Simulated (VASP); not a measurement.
# Ni (Im-3m) in VASP: notebook

Runs on Ni. Level: RPBE. Tasks: single point.

All numbers are computed with VASP 6.6.1; they aren't measurements. Logs are shortened: lines on timing, memory, paths and dates and some standing lists are left out, and cuts for length are marked.

### 1 The crystal as given

It takes space group Im-3m (No. 229, cubic). The conventional cell has a = 2.823 Å, b = 2.823 Å, c = 2.823 Å, α = 90.00°, β = 90.00°, γ = 90.00°. Ni (site symmetry m-3m) has 8 Ni at 2.44 Å as nearest neighbours.

This isn't the form of Ni at room conditions, which is fcc.

### 2 Single point, RPBE

INCAR

```
SYSTEM = Ni
PREC     = Accurate       ! precision mode
ENCUT    = 520            ! plane-wave cutoff, eV
EDIFF    = 1E-6           ! SCF threshold, eV
ISMEAR   = -1             ! smearing method
SIGMA    = 0.1            ! smearing width, eV
LREAL    = .FALSE.        ! projectors in reciprocal space
LASPH    = .TRUE.         ! aspherical terms in the spheres
NELM     = 80             ! most SCF steps
ALGO     = Fast           ! electronic algorithm
ISIF     = 2              ! what is computed and relaxed
LWAVE    = .FALSE.        ! write WAVECAR
LCHARG   = .TRUE.         ! write CHGCAR
GGA      = RP             ! functional
LELF     = .TRUE.         ! ELF
LVHAR    = .TRUE.       
NBANDS   = 11             ! bands
```

KPOINTS

```
Automatic mesh
0
G
  26 26 26
  0 0 0
```

POSCAR

```
Ni
1.0
   -1.4113966800      1.4113966800      1.4113966800
    1.4113966800     -1.4113966800      1.4113966800
    1.4113966800      1.4113966800     -1.4113966800
Ni
1
Direct
    0.0000000000      0.0000000000      0.0000000000
```

Potentials or basis: VASP PAW PBE potentials, release 64 (Ni).

The run is started by

```console
cat potpaw_PBE.64/Ni/POTCAR > POTCAR
mpirun -np 1 vasp_std > vasp.out
```

OUTCAR:

```text
SYSTEM = Ni
   PREC = Accurate
   ENCUT = 520
   EDIFF = 1E-6
   ISMEAR = -1
   LREAL = .FALSE.
   LASPH = .TRUE.
   NELM = 80
   ISIF = 2
   GGA = RP

 ion  position               nearest neighbor table
   1  0.000  0.000  0.000-

  LATTYP: Found a body centered cubic cell.
 ALAT       =     2.8227933600

  Lattice vectors:

 A1 = (  -1.4113966800,   1.4113966800,   1.4113966800)
 A2 = (   1.4113966800,  -1.4113966800,   1.4113966800)
 A3 = (   1.4113966800,   1.4113966800,  -1.4113966800)

Analysis of symmetry for initial positions (statically):
=====================================================================
 Subroutine PRICEL returns:
 Original cell was already a primitive cell.

 Routine SETGRP: Setting up the symmetry group for a
 body centered cubic supercell.

 Subroutine GETGRP returns: Found 48 space group operations
 (whereof 48 operations were pure point group operations)
 out of a pool of 48 trial point group operations.

The static configuration has the point symmetry O_h .

Analysis of symmetry for dynamics (positions and initial velocities):
=====================================================================
 Subroutine PRICEL returns:
 Original cell was already a primitive cell.

 Routine SETGRP: Setting up the symmetry group for a
 body centered cubic supercell.

 Subroutine GETGRP returns: Found 48 space group operations
 (whereof 48 operations were pure point group operations)
 out of a pool of 48 trial point group operations.

The dynamic configuration has the point symmetry O_h .

 Subroutine INISYM returns: Found 48 space group operations
 (whereof 48 operations are pure point group operations),
 and found     1 'primitive' translations

----------------------------------------------------------------------------------------

                                     Primitive cell

  volume of cell :      11.2462

  direct lattice vectors                    reciprocal lattice vectors
    -1.411396680  1.411396680  1.411396680     0.000000000  0.354259017  0.354259017
     1.411396680 -1.411396680  1.411396680     0.354259017  0.000000000  0.354259017
     1.411396680  1.411396680 -1.411396680     0.354259017  0.354259017  0.000000000

  length of vectors
     2.444610759  2.444610759  2.444610759     0.500997906  0.500997906  0.500997906

  position of ions in fractional coordinates (direct lattice)
     0.000000000  0.000000000  0.000000000

  ion indices of the primitive-cell ions
   primitive index   ion index
                 1           1

----------------------------------------------------------------------------------------

 KPOINTS: Automatic mesh

Automatic generation of k-mesh.
 Grid dimensions read from file:
 generate k-points for:   26   26   26

 Generating k-lattice:

  Cartesian coordinates                     Fractional coordinates (reciprocal lattice)
     0.000000000  0.013625347  0.013625347     0.038461538  0.000000000  0.000000000
     0.013625347  0.000000000  0.013625347     0.000000000  0.038461538  0.000000000
     0.013625347  0.013625347  0.000000000     0.000000000  0.000000000  0.038461538

  Length of vectors
     0.019269150  0.019269150  0.019269150

  Shift w.r.t. Gamma in fractional coordinates (k-lattice)
     0.000000000  0.000000000  0.000000000

 Subroutine IBZKPT returns following result:
 ===========================================

 Found    511 irreducible k-points:

 Following reciprocal coordinates:
            Coordinates               Weight
  0.000000  0.000000  0.000000      1.000000
  0.038462  0.000000  0.000000     12.000000
  0.076923  0.000000  0.000000     12.000000
  0.115385  0.000000  0.000000     12.000000
  0.153846  0.000000  0.000000     12.000000
  0.192308  0.000000  0.000000     12.000000
[... 16 lines left out ...]
  0.346154  0.038462  0.000000     48.000000
  0.384615  0.038462  0.000000     48.000000
 [... further k-points ...]
   k-points           NKPTS =    511   k-points in BZ     NKDIM =    511   number of bands    NBANDS=     11
   number of dos      NEDOS =    301   number of ions     NIONS =      1
   total plane-waves  NPLWV =   5832
   dimension x,y,z NGX =    18 NGY =   18 NGZ =   18
   dimension x,y,z NGXF=    36 NGYF=   36 NGZF=   36
   ions per type =               1
   NGX,Y,Z   is equivalent  to a cutoff of  12.24, 12.24, 12.24 a.u.
   NGXF,Y,Z  is equivalent  to a cutoff of  24.48, 24.48, 24.48 a.u.
 SYSTEM =  Ni
   PREC   = accura    normal or accurate (medium, high low for compatibility)
   ISTART =      0    job   : 0-new  1-cont  2-samecut
   ICHARG =      2    charge: 1-file 2-atom 10-const
   ISPIN  =      1    spin polarized calculation?
   LNONCOLLINEAR =      F non collinear calculations
   LSORBIT =      F    spin-orbit coupling
   LASPH  =      T    aspherical Exc in radial PAW
   ENCUT  =  520.0 eV  38.22 Ry    6.18 a.u.   4.55  4.55  4.55*2*pi/ulx,y,z
   NELM   =     80;   NELMIN=  2; NELMDL= -5     # of ELM steps
   EDIFF  = 0.1E-05   stopping-criterion for ELM
   LREAL  =      F    real-space projection
   EDIFFG = 0.1E-04   stopping-criterion for IOM
   NSW    =      0    number of steps for IOM
   IBRION =     -1    ionic relax: 0-MD 1-quasi-New 2-CG
   NFREE  =      0    steps in history (QN), initial steepest desc. (CG)
   ISIF   =      2    stress and relaxation
   ISYM   =      2    0-nonsym 1-usesym 2-fastsym
   POTIM  = 0.5000    time-step for ionic-motion
   TEBEG  =    0.0;   TEEND  =   0.0 temperature during run
   PSTRESS=    0.0 pullay stress
   NELECT =      10.0000    total number of electrons
   NUPDOWN=      -1.0000    fix difference up-down
   EMIN   =  10.00;   EMAX   =-10.00  energy-range for DOS
   EFERMI =   0.00;   METHOD = LEGACY
   ISMEAR =    -1;   SIGMA  =   0.10  broadening in eV -4-tet -1-fermi 0-gaus
   EFERMI_NEDOS =   21; number of points for ismear=-14 and -15
   IALGO  =     68    algorithm
   IMIX   =      4    mixing-type and parameters
     AMIX     =   0.40;   BMIX     =  1.00
     AMIX_MAG =   1.60;   BMIX_MAG =  1.00
  volume/ion in A,a.u.               =      11.25        75.89
  Fermi-wavevector in a.u.,A,eV,Ry     =   1.574245  2.974892 33.718615  2.478248
  Thomas-Fermi vector in A             =   2.675408
   LORBIT       =      0    0 simple, 1 ext, 2 COOP (PROOUT), +10 PAW based schemes
   GGA     = RP    functional components
   LHFCALC =     F    Hartree Fock is set to
   AEXX    =    0.0000 exact exchange contribution
   IVDW    =     0    specifies the selected vdW correction
   LEPSILON=     F    determine dielectric tensor
   LRPA    =     F    only Hartree local field effects (RPA)
 non-spin polarized calculation
 RMM-DIIS sequential band-by-band and
  energy-cutoff  :      520.00
  volume of cell :       11.25
 maximum number of plane-waves:       321
   NGX =  9   NGY =  9   NGZ =  9

 number of electron      10.0000000 magnetization

 number of electron       9.9999985 magnetization

 Free energy of the ion-electron system (eV)
  ---------------------------------------------------
  ext. energy  EPLUGINS =         0.00000000
  ---------------------------------------------------
  free energy    TOTEN  =        -4.87526142 eV

  energy without entropy =       -4.80325097  energy(sigma->0) =       -4.83925619

 E-fermi :   8.8755     XC(G=0): -12.9318

 val. band max:        8.8663957511   @ k =  -0.3846   0.4231   0.2308
 cond. band min:       8.8763021539   @ k =  -0.2692   0.3462   0.0769
 fundamental gap:      0.0099064027
 Fermi energy:         8.8754792516

 k-point     1 :       0.0000    0.0000    0.0000
  band No.  band energies     occupation
      1       0.2774      2.00000
      2       7.0699      2.00000
      3       7.0699      2.00000
      4       7.0699      2.00000
      5       8.3227      1.99208
      6       8.3227      1.99208
      7      34.9502      0.00000
      8      34.9502      0.00000
      9      34.9502      0.00000
     10      39.6532      0.00000
     11      39.6534      0.00000

 k-point     2 :       0.0385    0.0000    0.0000
  band No.  band energies     occupation
      1       0.3374      2.00000
      2       7.0562      2.00000
      3       7.0690      2.00000
      4       7.0968      2.00000
      5       8.3085      1.99313
      6       8.3237      1.99200
      7      34.4053      0.00000
      8      34.8382      0.00000
      9      34.8599      0.00000
     10      38.9463      0.00000
     11      39.2845      0.00000

 k-point     3 :       0.0769    0.0000    0.0000
  band No.  band energies     occupation
      1       0.5161      2.00000
      2       7.0158      2.00000
      3       7.0645      2.00000
      4       7.1766      2.00000
      5       8.2699      1.99532
      6       8.3270      1.99174
      7      33.0379      0.00000
      8      34.4480      0.00000
      9      34.6201      0.00000
     10      38.0799      0.00000
     11      38.3147      0.00000

 k-point     4 :       0.1154    0.0000    0.0000
  band No.  band energies     occupation
      1       0.8100      2.00000
      2       6.9516      2.00000
      3       7.0519      2.00000
      4       7.3063      2.00000
      5       8.2175      1.99723
      6       8.3328      1.99124
      7      31.2554      0.00000
      8      33.7494      0.00000
      9      34.2962      0.00000
     10      36.6536      0.00000
     11      37.5302      0.00000
[... 239 lines left out ...]
 k-point    22 :       0.3077    0.0385    0.0000
  band No.  band energies     occupation
      1       3.8371      2.00000
      2       6.4066      2.00000
      3       7.0822      2.00000
      4       8.1817      1.99806
      5       8.4323      1.97650
      6       8.6345      1.83515
      7      20.6421      0.00000
      8      28.6886      0.00000
      9      30.1606      0.00000
     10      33.1618      0.00000
     11      36.2099      0.00000

 k-point    23 :       0.3462    0.0385    0.0000
  band No.  band energies     occupation
      1       4.2792      2.00000
      2       6.3210      2.00000
      3       7.4040      2.00000
      4       8.2303      1.99685
      5       8.4628      1.96825
      6       8.8925      0.91495
      7      18.9510      0.00000
      8      28.1636      0.00000
      9      29.4728      0.00000
     10      32.9681      0.00000
     11      36.1232      0.00000

 k-point    24 :       0.3846    0.0385    0.0000
  band No.  band energies     occupation
      1       4.5478      2.00000
      2       6.2529      2.00000
      3       7.8578      1.99992
      4       8.2812      1.99476
      5       8.5243      1.94206
      6       9.1427      0.12926
      7      17.4391      0.00000
      8      27.7581      0.00000
      9      28.9359      0.00000
     10      32.8255      0.00000
     11      36.0804      0.00000

 [... further k-points ...]

------------------------ aborting loop because EDIFF is reached ----------------------------------------

  FORCE on cell =-STRESS in cart. coord.  units (eV):
  Direction    XX          YY          ZZ          XY          YZ          ZX
  --------------------------------------------------------------------------------------
  -------------------------------------------------------------------------------------
  Total       -0.0229122     -0.0229122     -0.0229122      0.0000000      0.0000000     -0.0000000
  in kB       -3.2641448     -3.2641448     -3.2641448      0.0000000      0.0000000     -0.0000000
  external PRESSURE =      -3.2641448 kB  Pullay stress =       0.0000000 kB

 VOLUME and BASIS-vectors are now :
 -----------------------------------------------------------------------------
  energy-cutoff  :      520.00
  volume of cell :       11.25
      direct lattice vectors                 reciprocal lattice vectors
    -1.411396680  1.411396680  1.411396680     0.000000000  0.354259017  0.354259017
     1.411396680 -1.411396680  1.411396680     0.354259017  0.000000000  0.354259017
     1.411396680  1.411396680 -1.411396680     0.354259017  0.354259017  0.000000000

 POSITION                                       TOTAL-FORCE (eV/Angst)
 -----------------------------------------------------------------------------------
      0.00000      0.00000      0.00000         0.000000      0.000000      0.000000
 -----------------------------------------------------------------------------------
    total drift:                               -0.000000     -0.000000      0.000000

  FREE ENERGIE OF THE ION-ELECTRON SYSTEM (eV)
  ---------------------------------------------------
  free  energy   TOTEN  =        -4.8752614165 eV

  energy  without entropy=       -4.8032509659  energy(sigma->0) =       -4.83925619
```

It took 35 s on 1 thread of AMD EPYC 9R45 (Zen 5), shared host; peak memory 0.14 GiB.

Results:

| Quantity | Value |
| --- | --- |
| Free energy | -4.8753 eV |
| Pressure | -0.3 GPa |
| Band gap on the k mesh | none (metal or under the smearing width) |

Caveat: the PAW data sets were made with another functional, which shifts forces and pressure a little; the run has no spin polarisation, though such a crystal can be magnetic. Spin polarisation is off, so any magnetic state and its effect on volume and gap are missing.

### 3 Single point, RPBE

This run uses another cell than the first one, of 12.60 Å³/atom, 1.120 times its volume.

INCAR

```
  PREC = Accurate
  ENCUT = 520
  EDIFF = 1E-6
  ISMEAR = -1
  SIGMA = 0.1
  LREAL = F
  LASPH = T
  NELM = 80
  ALGO = Fast
  ISIF = 2
  LWAVE = F
  LCHARG = T
  GGA = RP
  LELF = T
  LVHAR = T
  NBANDS = 11
```

KPOINTS

```
regular mesh
0
Gamma
  18 18 18
```

POSCAR

```
Ni
1.0
   -1.4657337873      1.4657337873      1.4657337873
    1.4657337873     -1.4657337873      1.4657337873
    1.4657337873      1.4657337873     -1.4657337873
Ni
1
Direct
    0.0000000000      0.0000000000      0.0000000000
```

Potentials or basis: VASP PAW PBE potentials, release 64 (Ni).

The run is started by

```console
cat potpaw_PBE.64/Ni/POTCAR > POTCAR
mpirun -np 1 vasp_std > vasp.out
```

It took 17 s on 1 thread of AMD EPYC 9R45 (Zen 5), shared host; peak memory 0.11 GiB.

The run converged. Its results:

* Free energy: -4.8060 eV
* Pressure: -15.2 GPa
* Band gap on the k mesh: none (metal or under the smearing width)

Levels at points of the mesh, in eV from the Fermi level:
| k point | band 3 | band 4 | band 5 | band 6 | band 7 | band 8 |
| --- | --- | --- | --- | --- | --- | --- |
| (0.00, 0.00, 0.00) | -1.54 | -1.54 | -0.48 | -0.48 | 24.89 | 24.89 |
| (0.50, 0.00, 0.00) | -0.52 | -0.36 | 0.29 | 0.52 | 5.71 | 17.82 |
| (0.50, 0.50, 0.50) | 0.11 | 0.11 | 0.11 | 9.04 | 9.04 | 9.04 |

Caveat: so large a pressure means that the cell lies far from this level's equilibrium, or that cutoff or potentials fall short; the potentials were made for another functional, which shifts forces and pressure; the run has no spin polarisation, though such a crystal can be magnetic. Spin polarisation is off, so any magnetic state and its effect on volume and gap are missing.

### 4 Single point, RPBE

This run uses another cell than the first one, of 10.35 Å³/atom, 0.920 times its volume.

INCAR

```
SYSTEM = Ni
  PREC = Accurate
  ENCUT = 520
  EDIFF = 1E-6
  ISMEAR = -1
  SIGMA = 0.1
  LREAL = .False.
  LASPH = .True.
  NELM = 80
  ALGO = Normal
  ISIF = 2
  LWAVE = .False.
  LCHARG = .False.
  GGA = RP
  NBANDS = 11
```

KPOINTS

```
Automatic mesh
0
Gamma
  18 18 18
  0 0 0
```

POSCAR

```
Ni
1.0
   -1.3727086404      1.3727086404      1.3727086404
    1.3727086404     -1.3727086404      1.3727086404
    1.3727086404      1.3727086404     -1.3727086404
Ni
1
Direct
    0.0000000000      0.0000000000      0.0000000000
```

The run is started by

```console
cat potpaw_PBE.64/Ni/POTCAR > POTCAR
mpirun -np 1 vasp_std > vasp.out
```

Run time: 11 s. Hardware: 1 thread of AMD EPYC 9R45 (Zen 5), shared host; peak memory 0.1 GiB.

Results (log left out):

```yaml
Free_energy: -4.8287 eV
Pressure: 18.0 GPa
Band_gap_on_the_k_mesh: none (metal or under the smearing width)
```

Levels at points of the mesh, in eV from the Fermi level:
| k point | band 1 | band 2 | band 3 | band 4 | band 5 | band 6 | band 7 | band 8 | band 9 | band 10 |
| --- | --- | --- | --- | --- | --- | --- | --- | --- | --- | --- |
| (0.00, 0.00, 0.00) | -9.18 | -2.03 | -2.03 | -2.03 | -0.62 | -0.62 | 26.95 | 26.95 | 26.95 | 32.22 |
| (0.50, 0.00, 0.00) | -4.65 | -3.05 | -0.67 | -0.45 | 0.25 | 0.42 | 7.12 | 19.58 | 20.98 | 24.65 |
| (0.50, 0.50, 0.50) | -4.26 | -4.26 | 0.17 | 0.17 | 0.17 | 10.20 | 10.20 | 10.20 | 16.23 | 16.23 |

Caveat: so large a pressure means that the cell lies far from this level's equilibrium, or that cutoff or potentials fall short; the potentials were made for another functional, which shifts forces and pressure; the run has no spin polarisation, though such a crystal can be magnetic. Spin polarisation is off, so any magnetic state and its effect on volume and gap are missing.

### 5 The runs side by side

```csv
cell,k mesh,gap on the mesh (eV),pressure (GPa)
"Im-3m, 11.25 Å³/atom",26 × 26 × 26,none,-0.3
"Im-3m, 12.6 Å³/atom",18 × 18 × 18,none,-15.2
"Im-3m, 10.35 Å³/atom",18 × 18 × 18,none,18.0
```

Alike in all rows: task single point; level RPBE; potentials or basis VASP PAW PBE potentials, release 64 (Ni); no spin polarisation; cutoff (eV) 520; smearing fermi-dirac 0.1 eV.

Every run on the cell as given and a fine mesh finds a metal.

Caveats: the run has no spin polarisation, though such a crystal can be magnetic; so large a pressure means that the cell lies far from this level's equilibrium, or that cutoff or potentials fall short (some runs); the potentials were made for another functional, which shifts forces and pressure (some runs); the PAW data sets were made with another functional, which shifts forces and pressure a little (some runs).

Total energies depend on the potentials used, so only differences within one code and one set of settings carry meaning.
